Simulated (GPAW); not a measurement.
# In (Im-3m) in GPAW: notebook

Aim: see how the results for In move with the level of theory and the settings. Levels: PBEsol+D3(BJ)+ATM, PBEsol. Tasks: gruneisen, Fermi surface, single point.

Program: GPAW 26.7.0. These are calculated values, not measurements. Logs are shortened: lines on timing, memory, paths and dates and some standing lists are left out, and cuts for length are marked. The log counts tension as positive stress, the text compression.

### Step 1. Starting point

Symmetry: Im-3m, No. 229, cubic system. Conventional cell: a = 3.765 Å, b = 3.765 Å, c = 3.765 Å, α = 90.00°, β = 90.00°, γ = 90.00°. Around In (site symmetry m-3m) lie 8 In at 3.26 Å.

This isn't the form of In at room conditions, which is tetragonal.

### Step 2. Gruneisen, PBEsol+D3(BJ)+ATM

Contents of run.py:

```python
import json
import numpy as np
from ase import Atoms
from ase.calculators.mixing import SumCalculator
from ase.constraints import FixSymmetry
from ase.filters import FrechetCellFilter
from ase.io import read, write
from ase.optimize import BFGS
from dftd3.ase import DFTD3
from phonopy import Phonopy
from phonopy.structure.atoms import PhonopyAtoms
from gpaw import GPAW, PW, setup_paths

setup_paths.insert(0, '.')

atoms = read('POSCAR')

calc = GPAW(mode=PW(600),
            xc='PBEsol',
            kpts={'size': (7, 7, 7), 'gamma': True},
            occupations={'name': 'fermi-dirac', 'width': 0.05},
            nbands=14,
            convergence={'density': 1e-06, 'eigenstates': 1e-09},
            maxiter=150,
            txt='gpaw.txt')
atoms.calc = SumCalculator([calc, DFTD3(damping='d3bj', params_tweaks=dict(method='pbesol', atm=True))])
atoms.set_constraint(FixSymmetry(atoms))
BFGS(FrechetCellFilter(atoms), trajectory='relax.traj', logfile='-').run(fmax=0.005, steps=40)
atoms.set_constraint()
energy = atoms.get_potential_energy()
forces = atoms.get_forces()
stress = atoms.get_stress()
calc.write('gs.gpw')
write('result.traj', atoms)
print('Cell:', atoms.cell.cellpar().round(4))
print(atoms.get_scaled_positions().round(5))

def force_constants(scale):
    unit = PhonopyAtoms(symbols=atoms.get_chemical_symbols(), cell=atoms.cell[:] * scale**(1 / 3),
                        scaled_positions=atoms.get_scaled_positions())
    ph = Phonopy(unit, supercell_matrix=np.diag([2, 2, 2]), primitive_matrix=np.eye(3), symprec=1e-4)
    ph.generate_displacements(distance=0.01)
    forces = []
    for i, sc in enumerate(ph.supercells_with_displacements):
        a = Atoms(sc.symbols, cell=sc.cell, scaled_positions=sc.scaled_positions, pbc=True)
        c = GPAW(mode=PW(510),
                 xc='PBEsol',
                 kpts={'size': (4, 4, 4), 'gamma': True},
                 occupations={'name': 'fermi-dirac', 'width': 0.05},
                 nbands=74,
                 convergence={'density': 1e-06, 'eigenstates': 1e-09},
                 maxiter=150,
                 txt=f'disp-{scale:.3f}-{i:02d}.txt')
        a.calc = SumCalculator([c, DFTD3(damping='d3bj', params_tweaks=dict(method='pbesol', atm=True))])
        f = a.get_forces()
        forces.append(f - f.mean(axis=0))
        print(f'displacement {i}: drift', f.mean(axis=0).round(5), flush=True)
    ph.forces = forces
    ph.produce_force_constants()
    ph.symmetrize_force_constants()
    return ph

qpoints = [[0.0, 0.0, 0.0], [0.0, 0.0, 0.5], [0.0, 0.5, 0.0], [0.0, 0.5, 0.5], [0.5, 0.0, 0.0], [0.5, 0.0, 0.5], [0.5, 0.5, 0.0], [0.5, 0.5, 0.5]]
results = {}
for scale in [0.99, 1.0, 1.01]:
    ph = force_constants(scale)
    ph.run_qpoints(qpoints)
    nu = ph.qpoints.frequencies * 33.35641  # THz to cm^-1
    results[f'{scale:.3f}'] = nu.tolist()
    for qp, f in zip(qpoints, nu):
        print(scale, np.round(qp, 4), f.round(2))

lo, mid, hi = (np.array(results[x]) for x in ('0.990', '1.000', '1.010'))
gamma = np.where(abs(mid) > 5, -(hi - lo) / (np.log(1.01 / 0.99) * np.where(abs(mid) > 5, mid, 1)), 0)
results['gamma'] = gamma.tolist()
print('Mode Grueneisen parameters:')
print(gamma.round(3))
json.dump(results, open('phonons.json', 'w'))
```

Contents of POSCAR:

```
In
1.0
   -1.8825252400      1.8825252400      1.8825252400
    1.8825252400     -1.8825252400      1.8825252400
    1.8825252400      1.8825252400     -1.8825252400
In
1
Direct
    0.0000000000      0.0000000000      0.0000000000
```

Potentials or basis: PAW data sets generated in the run's folder for this functional, pw.

On the command line:

```bash
$ gpaw-setup -f PBEsol In
$ OMP_NUM_THREADS=1 python run.py
```

gpaw.txt:

```text
__  _  _
 | _ |_)|_||  |
 |__||  | ||/\| - 26.7.0

Input parameters:
  mode=PW(ecut=600.0),
  convergence={'density': 1e-06, 'eigenstates': 1e-09},
  kpts=MonkhorstPack(size=(7, 7, 7), gamma=True),
  maxiter=150,
  nbands=14,
  occupations=Occupations(name='fermi-dirac', width=0.05),
  xc=XC(name='PBEsol')

Diagonalizing LCAO Hamiltonian
Converting LCAO to pw mode

       In

Atoms  # Å, Bohr magnetons
|   | symbol |        x |        y |        z |    initial magnetic moments |
|---|--------|----------|----------|----------|-----------------------------|
| 0 |     In | 0.000000 | 0.000000 | 0.000000 | ( 0.0000,  0.0000,  0.0000) |

Unit cell  # Å
| periodic |         x |         y |         z |  lengths |     angles |
|----------|-----------|-----------|-----------|----------|------------|
|      yes | -1.882525 |  1.882525 |  1.882525 | 3.260629 | 109.471221 |
|      yes |  1.882525 | -1.882525 |  1.882525 | 3.260629 | 109.471221 |
|      yes |  1.882525 |  1.882525 | -1.882525 | 3.260629 | 109.471221 |
[... 214 lines left out ...]
Stress tensor  # eV/Ang^3
|         x |         y |         z |
|-----------|-----------|-----------|
|  0.010523 | -0.000000 |  0.000000 |
| -0.000000 |  0.010523 | -0.000000 |
|  0.000000 | -0.000000 |  0.010523 |

Forces  # eV/Ang
|        x |       y |       z |
|----------|---------|---------|
| -0.00000 | 0.00000 | 0.00000 |  # In   0

Interpolating wave functions to new cell

       In

Atoms  # Å, Bohr magnetons
|   | symbol |        x |        y |        z |    initial magnetic moments |
|---|--------|----------|----------|----------|-----------------------------|
| 0 |     In | 0.000000 | 0.000000 | 0.000000 | ( 0.0000,  0.0000,  0.0000) |
[... 168 lines left out ...]
SCF iterations
|iter     | |      energy | eigst |  dens |
|---------|-|-------------|-------|-------|
|iter:   1| |   -3.188446 | -1.35 |       |
|iter:   2| |   -3.184165 | -3.94 | -1.85 |
|iter:   3| |   -3.165895 | -3.22 | -1.89 |
|iter:   4| |   -3.166080 | -4.08 | -2.58 |
|iter:   5| |   -3.166295c| -4.22 | -2.91 |
|iter:   6| |   -3.166291c| -6.66 | -3.98 |
|iter:   7| |   -3.166290c| -7.73 | -4.42 |
|iter:   8| |   -3.166290c| -9.85c| -5.55 |
|iter:   9| |   -3.166290c| -9.68c| -6.01c|

Converged in 9 steps
Energy contributions relative to reference atoms: (reference = -159902.609223)

Energy contributions:
  Kinetic:          10.533602
  Coulomb:          -9.598058
  Zero:              0.159829
  External:          0.000000
  Xc:               -4.257656
  Entropy:          -0.008013
  Spinorbit:         0.000000
  ----------------------------
  Free energy:      -3.170297
  Extrapolated:     -3.166290
[... 9 lines left out ...]
|          2 |        -7.636 |     2.000 |
|          3 |        -7.348 |     2.000 |
|          4 |        -7.348 |     2.000 |
|          5 |        -2.716 |     2.000 |
|          6 |        18.009 |     0.000 |
|          7 |        18.009 |     0.000 |
|          8 |        18.009 |     0.000 |
|          9 |        19.996 |     0.000 |
|         10 |        19.996 |     0.000 |
|         11 |        19.996 |     0.000 |
|         12 |        22.014 |     0.000 |
|         13 |        22.014 |     0.000 |

No gap
No difference between direct/indirect transitions

Stress tensor  # eV/Ang^3
|         x |         y |        z |
|-----------|-----------|----------|
|  0.004224 | -0.000000 | 0.000000 |
| -0.000000 |  0.004224 | 0.000000 |
|  0.000000 |  0.000000 | 0.004224 |

Forces  # eV/Ang
|        x |       y |        z |
|----------|---------|----------|
| -0.00000 | 0.00000 | -0.00000 |  # In   0

Interpolating wave functions to new cell

       In

Atoms  # Å, Bohr magnetons
|   | symbol |        x |        y |        z |    initial magnetic moments |
|---|--------|----------|----------|----------|-----------------------------|
| 0 |     In | 0.000000 | 0.000000 | 0.000000 | ( 0.0000,  0.0000,  0.0000) |
[... 221 lines left out ...]
Stress tensor  # eV/Ang^3
|         x |         y |         z |
|-----------|-----------|-----------|
| -0.018725 |  0.000000 |  0.000000 |
|  0.000000 | -0.018725 | -0.000000 |
|  0.000000 | -0.000000 | -0.018725 |

Forces  # eV/Ang
|       x |       y |        z |
|---------|---------|----------|
| 0.00000 | 0.00000 | -0.00000 |  # In   0

Interpolating wave functions to new cell

       In

Atoms  # Å, Bohr magnetons
|   | symbol |        x |        y |        z |    initial magnetic moments |
|---|--------|----------|----------|----------|-----------------------------|
| 0 |     In | 0.000000 | 0.000000 | 0.000000 | ( 0.0000,  0.0000,  0.0000) |
[... 220 lines left out ...]
Stress tensor  # eV/Ang^3
|         x |         y |         z |
|-----------|-----------|-----------|
| -0.014397 |  0.000000 |  0.000000 |
|  0.000000 | -0.014397 |  0.000000 |
|  0.000000 |  0.000000 | -0.014397 |

Forces  # eV/Ang
|        x |        y |       z |
|----------|----------|---------|
| -0.00000 | -0.00000 | 0.00000 |  # In   0

Interpolating wave functions to new cell

       In

Atoms  # Å, Bohr magnetons
|   | symbol |        x |        y |        z |    initial magnetic moments |
|---|--------|----------|----------|----------|-----------------------------|
| 0 |     In | 0.000000 | 0.000000 | 0.000000 | ( 0.0000,  0.0000,  0.0000) |
[... 219 lines left out ...]
Stress tensor  # eV/Ang^3
|         x |         y |         z |
|-----------|-----------|-----------|
| -0.014813 | -0.000000 | -0.000000 |
| -0.000000 | -0.014813 |  0.000000 |
| -0.000000 |  0.000000 | -0.014813 |

Forces  # eV/Ang
|       x |       y |       z |
|---------|---------|---------|
| 0.00000 | 0.00000 | 0.00000 |  # In   0

# Writing to gs.gpw (mode='')
```

Wall time 4.7 min (1 thread of INTEL XEON PLATINUM 8581C at 2.10GHz (Emerald Rapids), shared host); peak memory 0.53 GiB.

What came out:

| Quantity | Value |
| --- | --- |
| Free energy | -3.5293 eV |
| Relaxed volume | 24.41 Å³/atom |
| Relaxed cell | a = 3.165 Å, b = 3.165 Å, c = 3.165 Å, α = 109.47°, β = 109.47°, γ = 109.47° |
| Space group after relaxing (to 0.05 Å) | Im-3m (No. 229) |
| Pressure after relaxing | 0.0 GPa |
| Band gap on the k mesh | none (metal or under the smearing width) |
| Highest phonon frequency | 120 cm⁻¹ |
| Dispersion energy per atom | -0.367 eV |

Final structure:
```
In
1.0
    -1.82751    1.82751    1.82751
     1.82751   -1.82751    1.82751
     1.82751    1.82751   -1.82751
In
1
Direct
  0.00000 0.00000 0.00000
```

Levels at points of the mesh, in eV from the Fermi level:
```
           k point  band 4  band 5  band 6  band 7  band 8  band 9
(0.00, 0.00, 0.00)  -14.34  -14.34  -10.13   11.77   11.77   11.77
```

Phonon frequencies in cm⁻¹ (negative: imaginary):
```csv
q point,frequencies
"(0.000, 0.000, 0.000)",0 0 0
"(0.000, 0.000, 0.500)",13 61 120
"(0.000, 0.500, 0.000)",13 61 120
"(0.000, 0.500, 0.500)",13 61 120
"(0.500, 0.000, 0.000)",13 61 120
"(0.500, 0.000, 0.500)",13 61 120
"(0.500, 0.500, 0.000)",13 61 120
"(0.500, 0.500, 0.500)",71 71 71
```

Caveat: the cutoff is short for stress and forces, so pressures can be off by a GPa or more; the density grid can change from cell to cell, which puts small steps into energies and stress; pairwise dispersion overbinds metals, which lowers pressure and volume.

[end of part 1 of 2]
